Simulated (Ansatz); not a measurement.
Ir:

```
CELL_PARAMETERS angstrom
2.75138 0.00000 0.00000
-1.37569 2.38276 0.00000
0.00000 0.00000 4.46229
ATOMIC_POSITIONS crystal
Ir 0.33333 0.66667 0.25000
Ir 0.66667 0.33333 0.75000
```

This isn't the form of Ir at room conditions, which is fcc.

- Program: Ansatz 0.2.0
- Task: relaxation of cell and atoms
- Functional: PBEsol
- Potentials or basis: Ansatz PAW
- Cutoff: 420 eV (not typed: the program's choice for these potentials)
- k mesh: 11 × 11 × 6
- Occupations: fermi-dirac, width 0.05 eV
- Spin: no spin polarisation

At the start: volume 14.63 Å³/atom.

Q: Where does the relaxation end?

A: It ends after 5 steps and the volume is 14.12 Å³/atom (-3.5 %); space group P6_3/mmc (No. 194, to 0.05 Å).

Step by step:
```csv
step,energy change (eV),largest force (eV/Å),volume (Å³)
1,0.0000,0.0000,29.25
2,-0.0400,0.0000,28.39
3,-0.0410,0.0000,28.23
4,-0.0410,0.0000,28.24
5,-0.0405,0.0000,28.24
```

Final structure:
```yaml
crystal:
  lattice:
    - [2.71970, 0.00000, 0.00000]
    - [-1.35985, 2.35533, 0.00000]
    - [0.00000, 0.00000, 4.40822]
  atoms:
    - { symbol: Ir, position: [0.33333, 0.66667, 0.25000] }
    - { symbol: Ir, position: [0.66667, 0.33333, 0.75000] }
```

Caveat: the plane-wave basis is chosen anew once the cell has moved, so the energies of steps on either side of that aren't comparable; the PAW data sets come from PBE, with cores solved anew for the run's functional, which leaves a small shift of forces and pressure.
